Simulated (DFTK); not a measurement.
SnO2 (Cassiterite):

```
Sn O
1.0
     4.73800    0.00000    0.00000
     0.00000    4.73800    0.00000
     0.00000    0.00000    3.18650
Sn O
2 4
Cartesian
  2.3690 2.3690 1.5933
  0.0000 0.0000 0.0000
  3.8240 0.9140 1.5933
  3.2830 3.2830 0.0000
  0.9140 3.8240 1.5933
  1.4550 1.4550 0.0000
```

* Program: DFTK 0.8.2
* Task: single point
* Functional: PBEsol
* Potentials or basis: dojo.nc.sr.pbesol.v0_4_1.standard.upf (PBEsol)
* Cutoff: 1143 eV
* k mesh: 6 × 6 × 8
* Occupations: fermi-dirac, width 0.05 eV
* Spin: no spin polarisation

On this cell: pressure 6.0 GPa; largest force 0.219 eV/Å; band gap on the k mesh 1.16 eV, direct.

The same run follows on a disturbed copy (atoms moved at random, drawn with an rms of 0.05 Å):

```
Sn O
1.0
     4.73800    0.00000    0.00000
     0.00000    4.73800    0.00000
     0.00000    0.00000    3.18650
Sn O
2 4
Direct
  0.50136 0.50951 0.49746
  0.99024 0.00615 0.99822
  0.80742 0.19471 0.50555
  0.69731 0.69922 0.00342
  0.20807 0.81229 0.50986
  0.30845 0.30649 0.98763
```

Q: What does the disturbed cell give?

A: The energy moves by +17.7 meV/atom; pressure 6.1 GPa; largest force 1.733 eV/Å; band gap on the k mesh 1.06 eV, direct.

Forces in eV/Å, atoms in the order of the input:
```
Sn  -0.227 -0.833 -0.075
Sn   1.629 -0.215  0.552
O   -0.469  0.540 -0.440
O    0.014 -0.305 -0.140
O   -1.020  0.680 -0.410
O    0.073  0.133  0.512
```

Stress tensor (GPa, compression positive):
```
 5.12 -0.20 -0.58
-0.20  5.84 -0.84
-0.58 -0.84  7.27
```

Caveats: the files of the heavy main-group elements may lack f projectors, which makes oxides come out too large; spin-orbit coupling is left out, which moves the levels of the heavy elements.

